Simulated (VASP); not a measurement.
Cd:

```
Cd
1.0
     2.97887    0.00000    0.00000
    -1.48944    2.57978    0.00000
     0.00000    0.00000    5.61765
Cd
2
Direct
  0.66667 0.33333 0.75000
  0.33333 0.66667 0.25000
```

| Item | Value |
| --- | --- |
| Program | VASP 6.6.1 |
| Task | single point |
| Functional | PBE |
| Potentials or basis | VASP PAW PBE potentials, release 64 (Cd) |
| Cutoff | 520 eV |
| k mesh | 10 × 10 × 5 |
| Occupations | fermi-dirac, width 0.05 eV |
| Spin | no spin polarisation |

On this cell: pressure 3.2 GPa; largest force under 0.003 eV/Å; band gap on the k mesh none (metal or under the smearing width).

The same run follows on a disturbed copy (atoms moved at random, drawn with an rms of 0.05 Å):

```
Cd
1.0
     2.97887    0.00000    0.00000
    -1.48944    2.57978    0.00000
     0.00000    0.00000    5.61765
Cd
2
Direct
  0.65588 0.32948 0.76127
  0.31215 0.68112 0.25800
```

What changes?

The energy (extrapolated to zero smearing) moves by +0.6 meV/atom; pressure 3.2 GPa; largest force 0.042 eV/Å; band gap on the k mesh none (metal or under the smearing width).

Forces in eV/Å, atoms in the order of the input:
```
Cd  -0.017  0.015 -0.035
Cd   0.017 -0.015  0.035
```

Stress tensor (GPa, compression positive):
```
 3.94 -0.07  0.01
-0.07  3.83 -0.01
 0.01 -0.01  1.93
```
